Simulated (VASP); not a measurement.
The system is Se.

```
CELL_PARAMETERS angstrom
4.35517 0.00000 0.00000
-2.17759 3.77169 0.00000
0.00000 0.00000 4.94945
ATOMIC_POSITIONS crystal
Se 0.78300 0.78300 0.50000
Se 0.00000 0.21700 0.83333
Se 0.21700 0.00000 0.16667
```

Base run:

| Quantity | Value |
| --- | --- |
| Program | VASP 6.6.1 |
| Functional | r2SCAN |
| Potentials or basis | VASP PAW PBE potentials, release 64 (Se) |
| Cutoff | 520 eV |
| k mesh | 8 × 8 × 6 |
| Occupations | gaussian, width 0.02 eV |
| Spin | no spin polarisation |

Its results: band gap on the k mesh 1.33 eV, indirect (least direct gap 1.42 eV).

Q: The run is repeated on the same cell with these changes: functional from r2SCAN to TB-mBJ. What comes out?

A: Band gap on the k mesh 1.51 eV, indirect (least direct gap 1.62 eV).

Caveats: the mesh misses the band edges, which the band path finds closer together.
